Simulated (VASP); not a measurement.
# Ti (Im-3m) in VASP: a series of runs

One crystal, Ti, is run at these levels: PBE; tasks: single point, relaxation of cell and atoms.

All numbers are computed with VASP 6.6.1; they aren't measurements. Logs are shortened: lines on timing, memory, paths and dates and some standing lists are left out, and cuts for length are marked.

## Step 1: Starting point

It takes space group Im-3m (No. 229, cubic). The conventional cell has a = 3.256 Å, b = 3.256 Å, c = 3.256 Å, α = 90.00°, β = 90.00°, γ = 90.00°. Around Ti (site symmetry m-3m) lie 8 Ti at 2.82 Å.

This isn't the form of Ti at room conditions, which is hcp.

## Step 2: Single point, PBE

INCAR reads:

```
ALGO = Normal
EDIFF = 1E-7
ENCUT = 520
GGA = PE
ISIF = 2
ISMEAR = 0
LASPH = T
LCHARG = F
LREAL = F
LWAVE = F
NBANDS = 12
NELM = 60
PREC = Accurate
SIGMA = 0.1
```

KPOINTS reads:

```
k-points
0
Gamma
  18 18 18
```

POSCAR reads:

```
Ti
1.0
   -1.6277527679      1.6277527679      1.6277527679
    1.6277527679     -1.6277527679      1.6277527679
    1.6277527679      1.6277527679     -1.6277527679
Ti
1
Direct
    0.0000000000      0.0000000000      0.0000000000
```

Potentials or basis: VASP PAW PBE potentials, release 64 (Ti_sv).

On the command line:

```sh
$ cat potpaw_PBE.64/Ti_sv/POTCAR > POTCAR
$ mpirun -np 1 vasp_std > vasp.out
```

OUTCAR:

```text
EDIFF = 1E-7
   ENCUT = 520
   GGA = PE
   ISIF = 2
   ISMEAR = 0
   LASPH = T
   LREAL = F
   NELM = 60
   PREC = Accurate

 ion  position               nearest neighbor table
   1  0.000  0.000  0.000-

  LATTYP: Found a body centered cubic cell.
 ALAT       =     3.2555055358

  Lattice vectors:

 A1 = (  -1.6277527679,   1.6277527679,   1.6277527679)
 A2 = (   1.6277527679,  -1.6277527679,   1.6277527679)
 A3 = (   1.6277527679,   1.6277527679,  -1.6277527679)

Analysis of symmetry for initial positions (statically):
=====================================================================
 Subroutine PRICEL returns:
 Original cell was already a primitive cell.

 Routine SETGRP: Setting up the symmetry group for a
 body centered cubic supercell.

 Subroutine GETGRP returns: Found 48 space group operations
 (whereof 48 operations were pure point group operations)
 out of a pool of 48 trial point group operations.

The static configuration has the point symmetry O_h .

Analysis of symmetry for dynamics (positions and initial velocities):
=====================================================================
 Subroutine PRICEL returns:
 Original cell was already a primitive cell.

 Routine SETGRP: Setting up the symmetry group for a
 body centered cubic supercell.

 Subroutine GETGRP returns: Found 48 space group operations
 (whereof 48 operations were pure point group operations)
 out of a pool of 48 trial point group operations.

The dynamic configuration has the point symmetry O_h .

 Subroutine INISYM returns: Found 48 space group operations
 (whereof 48 operations are pure point group operations),
 and found     1 'primitive' translations

----------------------------------------------------------------------------------------

                                     Primitive cell

  volume of cell :      17.2514

  direct lattice vectors                    reciprocal lattice vectors
    -1.627752768  1.627752768  1.627752768     0.000000000  0.307171955  0.307171955
     1.627752768 -1.627752768  1.627752768     0.307171955  0.000000000  0.307171955
     1.627752768  1.627752768 -1.627752768     0.307171955  0.307171955  0.000000000

  length of vectors
     2.819350496  2.819350496  2.819350496     0.434406745  0.434406745  0.434406745

  position of ions in fractional coordinates (direct lattice)
     0.000000000  0.000000000  0.000000000

  ion indices of the primitive-cell ions
   primitive index   ion index
                 1           1

----------------------------------------------------------------------------------------
[... 83 lines left out ...]
   EMIN   =  10.00;   EMAX   =-10.00  energy-range for DOS
   EFERMI =   0.00;   METHOD = LEGACY
   ISMEAR =     0;   SIGMA  =   0.10  broadening in eV -4-tet -1-fermi 0-gaus
   EFERMI_NEDOS =   21; number of points for ismear=-14 and -15
   IALGO  =     38    algorithm
   IMIX   =      4    mixing-type and parameters
     AMIX     =   0.40;   BMIX     =  1.00
     AMIX_MAG =   1.60;   BMIX_MAG =  1.00
  volume/ion in A,a.u.               =      17.25       116.42
  Fermi-wavevector in a.u.,A,eV,Ry     =   1.450530  2.741105 28.627177  2.104038
  Thomas-Fermi vector in A             =   2.568132
   LORBIT       =      0    0 simple, 1 ext, 2 COOP (PROOUT), +10 PAW based schemes
   GGA     = PE    functional components
   LHFCALC =     F    Hartree Fock is set to
   AEXX    =    0.0000 exact exchange contribution
   IVDW    =     0    specifies the selected vdW correction
   LEPSILON=     F    determine dielectric tensor
   LRPA    =     F    only Hartree local field effects (RPA)
 non-spin polarized calculation
 Gauss-broadening in eV      SIGMA  =   0.10
  energy-cutoff  :      520.00
  volume of cell :       17.25
 maximum number of plane-waves:       478
 NGX is ok and might be reduce to    24
   NGX = 11   NGY = 11   NGZ = 11

 number of electron      11.9999997 magnetization

 Free energy of the ion-electron system (eV)
  ---------------------------------------------------
  ext. energy  EPLUGINS =         0.00000000
  ---------------------------------------------------
  free energy    TOTEN  =        -7.73058516 eV

  energy without entropy =       -7.71941908  energy(sigma->0) =       -7.72500212

 E-fermi :   8.1571     XC(G=0): -11.5258

 val. band max:        8.1516791445   @ k =  -0.3889  -0.4444   0.1111
 cond. band min:       8.1657350834   @ k =   0.2778   0.0556   0.0000
 fundamental gap:      0.0140559389
 Fermi energy:         8.1571049772

 k-point     1 :       0.0000    0.0000    0.0000
  band No.  band energies     occupation
      1     -48.3639      2.00000
      2     -24.2124      2.00000
      3     -24.2124      2.00000
      4     -24.2124      2.00000
      5       2.1882      2.00000
      6       9.1496      0.00000
      7       9.1496      0.00000
      8       9.1496      0.00000
      9      10.9208      0.00000
     10      10.9208      0.00000
     11      25.6163      0.00000
     12      25.6163      0.00000
[... 331 lines left out ...]
 k-point    24 :       0.3889    0.1111    0.0000
  band No.  band energies     occupation
      1     -48.2290      2.00000
      2     -24.8547      2.00000
      3     -24.4465      2.00000
      4     -24.2460      2.00000
      5       5.9102      2.00000
      6       7.8021      2.00000
      7       8.6894      0.00000
      8      10.8412      0.00000
      9      11.3895      0.00000
     10      12.7850      0.00000
     11      17.3511      0.00000
     12      21.3054      0.00000

 [... further k-points ...]

------------------------ aborting loop because EDIFF is reached ----------------------------------------

  FORCE on cell =-STRESS in cart. coord.  units (eV):
  Direction    XX          YY          ZZ          XY          YZ          ZX
  --------------------------------------------------------------------------------------
  -------------------------------------------------------------------------------------
  Total       -0.0267273     -0.0267273     -0.0267273      0.0000000      0.0000000      0.0000000
  in kB       -2.4822184     -2.4822184     -2.4822184      0.0000000      0.0000000      0.0000000
  external PRESSURE =      -2.4822184 kB  Pullay stress =       0.0000000 kB

 VOLUME and BASIS-vectors are now :
 -----------------------------------------------------------------------------
  energy-cutoff  :      520.00
  volume of cell :       17.25
      direct lattice vectors                 reciprocal lattice vectors
    -1.627752768  1.627752768  1.627752768     0.000000000  0.307171955  0.307171955
     1.627752768 -1.627752768  1.627752768     0.307171955  0.000000000  0.307171955
     1.627752768  1.627752768 -1.627752768     0.307171955  0.307171955  0.000000000

 POSITION                                       TOTAL-FORCE (eV/Angst)
 -----------------------------------------------------------------------------------
      0.00000      0.00000      0.00000         0.000000      0.000000      0.000000
 -----------------------------------------------------------------------------------
    total drift:                                0.000000      0.000000      0.000000

  FREE ENERGIE OF THE ION-ELECTRON SYSTEM (eV)
  ---------------------------------------------------
  free  energy   TOTEN  =        -7.7305851564 eV

  energy  without entropy=       -7.7194190803  energy(sigma->0) =       -7.72500212
```

OSZICAR:

```text
N       E                     dE             d eps       ncg     rms          rms(c)
DAV:   1     0.865083266775E+02    0.86508E+02   -0.65519E+03  4696   0.121E+03
DAV:   2    -0.441521941565E+01   -0.90924E+02   -0.88511E+02  4804   0.297E+02
DAV:   3    -0.866778335463E+01   -0.42526E+01   -0.41994E+01  6500   0.648E+01
DAV:   4    -0.875483389527E+01   -0.87051E-01   -0.86996E-01  5268   0.819E+00
DAV:   5    -0.875680415478E+01   -0.19703E-02   -0.19702E-02  5460   0.110E+00    0.832E+00
DAV:   6    -0.772277197278E+01    0.10340E+01   -0.24775E+00  5080   0.222E+01    0.210E+00
DAV:   7    -0.772036569822E+01    0.24063E-02   -0.70318E-02  5532   0.283E+00    0.126E+00
DAV:   8    -0.773012061181E+01   -0.97549E-02   -0.35482E-02  4916   0.213E+00    0.927E-02
DAV:   9    -0.773055919517E+01   -0.43858E-03   -0.24326E-03  5660   0.446E-01    0.766E-02
DAV:  10    -0.773061219474E+01   -0.53000E-04   -0.22970E-04  4992   0.162E-01    0.145E-02
DAV:  11    -0.773058398117E+01    0.28214E-04   -0.23045E-05  5528   0.739E-02    0.614E-03
DAV:  12    -0.773058474248E+01   -0.76132E-06   -0.10722E-06  6112   0.123E-02    0.788E-04
DAV:  13    -0.773058521578E+01   -0.47330E-06   -0.25178E-07  5748   0.305E-03    0.184E-03
DAV:  14    -0.773058515641E+01    0.59368E-07   -0.43379E-08  3080   0.231E-03
   1 F= -.77305852E+01 E0= -.77250021E+01  d E =-.111661E-01
```

stdout:

```text
POSCAR found type information on POSCAR Ti
 POSCAR found :  1 types and       1 ions
 scaLAPACK will be used
 LDA part: xc-table for (Slater+PW92), standard interpolation
 POSCAR, INCAR and KPOINTS ok, starting setup
 FFT: planning ... GRIDC
 FFT: planning ... GRID_SOFT
 FFT: planning ... GRID
 WAVECAR not read
 entering main loop
```

Run time: 20 s. Hardware: 1 thread of Intel Xeon Platinum 8488C (Sapphire Rapids), shared host; peak memory 0.16 GiB.

Results:

* Free energy: -7.7306 eV
* Pressure: -0.2 GPa
* Band gap on the k mesh: none (metal or under the smearing width)

## Step 3: Relaxation of cell and atoms, PBE

This run uses another cell than the first one, of 17.68 Å³/atom, 1.025 times its volume.

INCAR reads:

```
PREC = Accurate
ENCUT = 600
EDIFF = 1E-6
ISMEAR = 0
SIGMA = 0.1
LREAL = F
LASPH = T
NELM = 100
ALGO = Normal
ISIF = 3
LWAVE = F
LCHARG = F
GGA = PE
IBRION = 2
NSW = 100
EDIFFG = -0.005
```

KPOINTS reads:

```
regular mesh
0
Gamma
  18 18 18
```

POSCAR reads:

```
Ti
1.0
   -1.6410000000      1.6410000000      1.6410000000
    1.6410000000     -1.6410000000      1.6410000000
    1.6410000000      1.6410000000     -1.6410000000
Ti
1
Direct
    0.0000000000      0.0000000000      0.0000000000
```

Potentials or basis: VASP PAW PBE potentials, release 64 (Ti_sv).

On the command line:

```sh
$ cat potpaw_PBE.64/Ti_sv/POTCAR > POTCAR
$ mpirun -np 1 vasp_std > vasp.out
```

It took 40 s on 1 thread of Intel Xeon Platinum 8488C (Sapphire Rapids), shared host; peak memory 0.17 GiB.

The run converged. Its results:

```
Free energy                            : -7.7306 eV
Relaxed volume                         : 17.21 Å³/atom
Relaxed cell                           : a = 2.817 Å, b = 2.817 Å, c = 2.817 Å, α = 109.47°, β = 109.47°, γ = 109.47°
Space group after relaxing (to 0.05 Å) : Im-3m (No. 229)
Energy gained by relaxing              : 4.0 meV/atom
Ionic steps                            : 3
Pressure after relaxing                : 0.0 GPa
Band gap on the k mesh                 : none (metal or under the smearing width)
```

The path:
```
step  energy change (eV)  largest force (eV/Å)  pressure (GPa)  volume (Å³)
   1              0.0000                0.0000           -2.71        17.68
   2             -0.0024                0.0000            1.81        16.92
   3             -0.0040                0.0000            0.00        17.21
```

Final structure:
```xyz
1
Lattice="-1.6265 1.6265 1.6265 1.6265 -1.6265 1.6265 1.6265 1.6265 -1.6265" Properties=species:S:1:pos:R:3 pbc="T T T"
Ti    0.0000    0.0000    0.0000
```

Levels at points of the mesh, in eV from the Fermi level:
```tsv
k point	band 4	band 5	band 6	band 7	band 8	band 9
(0.00, 0.00, 0.00)	-32.36	-5.97	0.99	0.99	0.99	2.77
(0.50, 0.00, 0.00)	-32.37	-2.47	-0.41	1.17	2.76	3.11
(0.50, 0.50, 0.50)	-32.84	-2.13	-2.13	3.96	3.96	3.96
```

## Step 4: Single point, PBE (the clean substrate in the cell of the map)

INCAR reads:

```
PREC = Accurate
ENCUT = 520
EDIFF = 1E-6
ISMEAR = 0
SIGMA = 0.1
LREAL = F
LASPH = T
NELM = 60
ALGO = Normal
ISIF = 2
LWAVE = F
LCHARG = T
LDIPOL = T
IDIPOL = 3
DIPOL = 0.5 0.5 0.316
GGA = PE
LELF = T
LVHAR = T
LVACPOTAV = T
NBANDS = 32
```

KPOINTS reads:

```
Automatic mesh
0
Gamma
  8 8 1
```

POSCAR reads:

```
Ti
1.0
    3.2555055358      0.0000000000      0.0000000000
    0.0000000000      3.2555055358      0.0000000000
    0.0000000000      0.0000000000     20.1798089193
Ti
4
Direct
    0.5000000000      0.5000000000      0.1982179324
    0.0000000000      0.0000000000      0.2788803794
    0.5000000000      0.5000000000      0.3551905201
    0.0000000000      0.0000000000      0.4301234444
```

On the command line:

```sh
$ cat potpaw_PBE.64/Ti_sv/POTCAR > POTCAR
$ mpirun -np 1 vasp_std > vasp.out
```

Wall time 2 min (1 thread of Intel Xeon Platinum 8488C (Sapphire Rapids), shared host); peak memory 0.3 GiB.

It converged, with:

| Quantity | Value |
| --- | --- |
| Free energy | -28.8661 eV |
| Largest force | 0.584 eV/Å |
| Band gap on the k mesh | none (metal or under the smearing width) |
| Work function of the upper face | 3.25 eV |
| Work function of the lower face | 3.25 eV |

Forces on the atoms (eV/Å):
```
Ti   0.000  0.000  0.584
Ti   0.000  0.000 -0.525
Ti   0.000  0.000  0.025
Ti   0.000  0.000 -0.083
```

Levels at points of the mesh, in eV from the Fermi level:
```
           k point  band 20  band 21  band 22  band 23  band 24  band 25  band 26  band 27  band 28  band 29
(0.00, 0.00, 0.00)    -1.92    -1.85    -0.87     0.20     0.32     0.70     0.91     0.91     1.03     1.04
(0.50, 0.00, 0.00)    -1.85    -0.38    -0.36    -0.21    -0.17     0.36     0.36     0.77     0.79     1.20
(0.50, 0.50, 0.00)    -0.84    -0.69    -0.69    -0.37    -0.37    -0.13    -0.13     1.73     1.73     1.96
```

## Step 5: The runs side by side

| task | cell | k mesh | cutoff (eV) | dipole correction | gap on the mesh (eV) | pressure (GPa) |
| --- | --- | --- | --- | --- | --- | --- |
| single point | Im-3m, 17.25 Å³/atom | 18 × 18 × 18 | 520 | no | none | -0.2 |
| relaxation of cell and atoms | relaxed | 18 × 18 × 18 | 600 | no | none | 0.0 |
| single point | the clean substrate in the cell of the map | 8 × 8 × 1 | 520 | yes | none | - |

Alike in all rows: level PBE; potentials or basis VASP PAW PBE potentials, release 64 (Ti_sv); no spin polarisation; smearing gaussian 0.1 eV.

Absolute energies hang on the potentials; compare differences alone.
